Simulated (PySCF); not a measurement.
Screening by computed properties: pick the candidate that meets the target.

All species are isolated and taken at one optimised geometry, non-relativistic unless stated; the electronic structure was computed with PySCF and density fitting.

Dipoles, sizes and rotational constants follow the conformer. The torsions of the flexible species, by atom-mapped SMILES:
- `[CH2:1]=[CH:2][S:3]([CH3:4])(=[O:5])=[O:6]`: C1–C2–S3–C4 -111°
- `[CH3:1][C:2]([CH3:3])([CH3:4])[C:5]([NH2:6])=[O:7]`: C1–C2–C5–N6 -61°, H–N6–C5–C2 180°, H–N6–C5–C2 0°
- `[O:1]=[CH:2][c:3]1[cH:4][cH:5][n:6][cH:7][cH:8]1`: O1–C2–C3–C4 180°
- `[CH:1]#[C:2][C:3]([CH3:4])([CH3:5])[OH:6]`: H–O6–C3–C2 57°
- `[CH3:1][CH2:2][C:3]([CH3:4])=[O:5]`: C1–C2–C3–C4 169°

Problem. Wanted: HOMO energy above -7 eV (PBE0/pcSseg-1) and smallest rotational constant below 2.03 GHz (GFN2-xTB), at GFN2-xTB geometries. Which candidate meets both?
A. `CC(C)(C)C(N)=O`
B. `C=CC#CC`
C. `C#CC1=CC=CC=C1`
D. `C=CS(C)(=O)=O`

Solution. C. Computed values:
| species | HOMO energy | smallest rotational constant |
| --- | --- | --- |
| C=CS(C)(=O)=O | -8.37 eV | 2.443 GHz |
| CC(C)(C)C(N)=O | -7.14 eV | 1.985 GHz |
| C#CC1=CC=CC=C1 | -6.93 eV | 1.225 GHz |
| C=CC#CC | -6.73 eV | 2.070 GHz |

Problem. Wanted: dipole moment above 2 D (PBE0/pcSseg-1) and HOMO–LUMO gap above 7.6 eV (PBE0/pcSseg-1), at GFN2-xTB geometries. Which candidate meets both?
A. `CC(C)(C)C(N)=O`
B. `O=Cc1ccncc1`
C. `C#Cc1ccccc1`
D. `C#CC(C)(C)O`
E. `CCC(C)=O`
F. `C=CS(C)(=O)=O`

Solution. A. Computed values:
```
       species  dipole moment  HOMO–LUMO gap
   C#Cc1ccccc1         0.69 D        5.91 eV
   C#CC(C)(C)O         1.36 D        8.72 eV
   O=Cc1ccncc1         1.75 D        5.33 eV
      CCC(C)=O         2.85 D        6.96 eV
CC(C)(C)C(N)=O         3.64 D        8.07 eV
 C=CS(C)(=O)=O         4.66 D        7.22 eV
```
